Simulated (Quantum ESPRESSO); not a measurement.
Here is a Quantum ESPRESSO 7.5 calculation.

File pw.in:

```
&CONTROL
  calculation = 'scf'
  prefix = 'pwscf'
  outdir = './tmp'
  pseudo_dir = './pseudo'
  tprnfor = .true.
  tstress = .true.
  disk_io = 'nowf'
/
&SYSTEM
  ibrav = 0
  nat = 1
  ntyp = 1
  ecutwfc = 78
  nbnd = 14
  occupations = 'smearing'
  smearing = 'fd'
  degauss = 0.00367493
  nspin = 2
  starting_magnetization(1) = 0.0455
/
&ELECTRONS
  conv_thr = 2d-10
  electron_maxstep = 120
  mixing_beta = 0.3
/
ATOMIC_SPECIES
Sc    44.9559 Sc.upf
CELL_PARAMETERS angstrom
  -1.9258020000    1.9361990000    1.6885000000
   1.9654570000   -1.9629710000    1.7626470000
   1.8571150000    1.8942840000   -1.7183830000
ATOMIC_POSITIONS crystal
Sc     0.0000000000    0.0000000000    0.0000000000
K_POINTS automatic
4 4 4 0 0 0
```

Potentials or basis: PseudoDojo 0.4.1 SR PBE standard.

Command:

```bash
$ OMP_NUM_THREADS=1 mpirun -n 2 pw.x -nk 2 -in pw.in > pw.out
```

Estimate the band gap on the k mesh.

none (metal or under the smearing width).

What does it give for the pressure?

-1.0 GPa.

What does it give for the site moments?

Sc +0.24 μB.

Predict the net moment.

0.38 μB per cell.

Stress tensor (GPa, compression positive):
```
-1.76  1.15 -0.75
 1.15 -1.68  0.46
-0.75  0.46  0.52
```

Caveat: the k mesh is coarse (spacing up to 0.62 Å⁻¹), so the values aren't converged.
